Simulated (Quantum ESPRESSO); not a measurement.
Here is a Quantum ESPRESSO 7.5 calculation.

The input pw.in:

```
&CONTROL
  calculation = 'vc-relax'
  prefix = 'pwscf'
  outdir = './tmp'
  pseudo_dir = './pseudo'
  tprnfor = .true.
  tstress = .true.
  disk_io = 'low'
  nstep = 40
  forc_conv_thr = 0.0004
  etot_conv_thr = 1d-05
/
&SYSTEM
  ibrav = 0
  nat = 1
  ntyp = 1
  ecutwfc = 63
  ecutrho = 506
  nbnd = 6
  occupations = 'smearing'
  smearing = 'fd'
  degauss = 0.00367493
/
&ELECTRONS
  conv_thr = 2d-10
  electron_maxstep = 120
  mixing_beta = 0.5
/
&IONS
  ion_dynamics = 'bfgs'
/
&CELL
  cell_dynamics = 'bfgs'
  press = 0
  press_conv_thr = 0.3
/
ATOMIC_SPECIES
Al    26.9815 Al.pbe-n-kjpaw_psl.1.0.0.UPF
CELL_PARAMETERS bohr
   0.0000000000    3.8263269058    3.8263269058
   3.8263269058    0.0000000000    3.8263269058
   3.8263269058    3.8263269058    0.0000000000
ATOMIC_POSITIONS bohr
Al     0.0000000000    0.0000000000    0.0000000000
K_POINTS automatic
11 11 11 0 0 0
```

Potentials or basis: SSSP 1.3 efficiency PBE.

Command:

```console
$ OMP_NUM_THREADS=1 pw.x -in pw.in > pw.out
```

Task: Predict the space group after relaxing (to 0.05 Å).

Result: Fm-3m (No. 225).

Task: What does it give for the relaxed volume?

Result: 16.50 Å³/atom.

Task: Estimate the relaxed cell.

Result: a = 2.858 Å, b = 2.858 Å, c = 2.858 Å, α = 60.00°, β = 60.00°, γ = 60.00°.

Final structure:
```cif
data_structure
_symmetry_space_group_name_H-M 'P 1'
_symmetry_Int_Tables_number 1
_cell_length_a 2.8576
_cell_length_b 2.8576
_cell_length_c 2.8576
_cell_angle_alpha 60.000
_cell_angle_beta 60.000
_cell_angle_gamma 60.000
_cell_volume 16.50
loop_
_atom_site_label
_atom_site_type_symbol
_atom_site_fract_x
_atom_site_fract_y
_atom_site_fract_z
_atom_site_occupancy
Al1 Al 0.00000 0.00000 0.00000 1
```
